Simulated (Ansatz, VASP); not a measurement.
# V: VASP beside Ansatz

```
V
1.0
    -1.56974    1.56974    1.51300
     1.56974   -1.56974    1.51300
     1.45626    1.45626   -1.51300
V
1
Direct
  0.00000 0.00000 0.00000
```

Change from the starting cell: strain -0.0750 x Voigt [0, 0, 0, 0, 0, 1], atoms carried along.

Alike in both runs: task single point; functional PBEsol; k mesh 22 × 22 × 22; occupations gaussian, width 0.15 eV; no spin polarisation.

|  | VASP | Ansatz |
| --- | --- | --- |
| version | VASP 6.6.1 | Ansatz 0.2.0 |
| potentials or method | VASP PAW PBE potentials, release 64 (V_sv) | scalar-relativistic, plane waves, PAW |
| plane-wave cutoff (eV) | 520 | 420 |
| valence electrons in the cell | 13 | 13 |

|  | VASP | Ansatz | Ansatz less VASP |
| --- | --- | --- | --- |
| gap on the k mesh at the Fermi level (eV) | none | none | - |
| pressure (GPa) | -11.1 | -11.4 | -0.25 |
| largest component of the traceless stress (GPa) | 1.31 | 1.30 | -0.003 |

A gap of «none» marks a metal or a gap that the smearing closes.

Caveats: the PAW data sets were made with another functional, which shifts forces and pressure a little (VASP).
